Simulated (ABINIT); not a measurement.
Crystal: Ta.

```xyz
1
Lattice="-1.6513 1.6513 1.6513 1.6513 -1.6513 1.6513 1.6513 1.6513 -1.6513" Properties=species:S:1:pos:R:3 pbc="T T T"
Ta    0.0000    0.0000    0.0000
```

Program: ABINIT 10.8.3 (patched build). Alike in all runs: potentials or basis JTH PAW PBE v2.0; cell as given; smearing fermi-dirac 0.05 eV.

Task: Order these runs on this cell by their pressure, lowest first.
A. level PBE; spin off; k mesh 7 × 7 × 7; cutoff (eV) 517; fine-grid cutoff 1034.03 eV; mesh quality coarse
B. level SOGGA; spin SOC, no magnetisation; k mesh 11 × 11 × 11; cutoff (eV) 517; fine-grid cutoff 1034.03 eV; mesh quality not flagged
C. level r2SCAN; spin off; k mesh 14 × 14 × 14; cutoff (eV) 626; fine-grid cutoff 1224.51 eV; mesh quality not flagged
D. level RPBE; spin SOC, no magnetisation; k mesh 11 × 11 × 11; cutoff (eV) 517; fine-grid cutoff 1034.03 eV; mesh quality not flagged

Result: B (-5.5 GPa), C (0.2 GPa), A (3.5 GPa), D (5.6 GPa).

Caveats: some runs use coarse meshes; the PAW data sets were made with another functional, which shifts forces and pressure a little (some runs).
